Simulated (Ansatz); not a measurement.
The system is HfC.

```xyz
2
Lattice="0.0000 2.3250 2.3250 2.3250 0.0000 2.3250 2.3250 2.3250 0.0000" Properties=species:S:1:pos:R:3 pbc="T T T"
Hf    2.3250    2.3250    2.3250
C     0.0000    0.0000    0.0000
```

```yaml
Program: Ansatz 0.2.0
Task: relaxation of cell and atoms
Functional: LDA
Potentials_or_basis: Ansatz PAW
Cutoff: "420 eV (not typed: the program's choice for these potentials)"
k_mesh: 10 × 10 × 10
Occupations: fermi-dirac, width 0.05 eV
Spin: no spin polarisation
Hubbard_terms: Hf d U = 4 eV
```

At the start: volume 12.57 Å³/atom.

Task: Where does the relaxation end?

Result: It ends after 5 steps and the volume is 12.30 Å³/atom (-2.2 %); space group Fm-3m (No. 225, to 0.05 Å).

Step by step:
```csv
step,energy change (eV),largest force (eV/Å),volume (Å³)
1,0.0000,0.0000,25.14
2,-0.0056,0.0000,24.19
3,-0.0099,0.0000,24.60
4,-0.0099,0.0000,24.59
5,-0.0089,0.0000,24.59
```

Final structure:
```xyz
2
Lattice="0.0000 2.3081 2.3081 2.3081 0.0000 2.3081 2.3081 2.3081 0.0000" Properties=species:S:1:pos:R:3 pbc="T T T"
Hf    2.3081    2.3081    2.3081
C     0.0000    0.0000    0.0000
```

Caveat: the plane-wave basis is chosen anew once the cell has moved, so the energies of steps on either side of that aren't comparable; the pressure holds a Pulay correction of +0.3 GPa for the finite cutoff; U without spin polarisation on a metal has little footing; the PAW data sets come from PBE, with cores solved anew for the run's functional, which leaves a small shift of forces and pressure; the U is typed as a test and isn't derived for this compound.
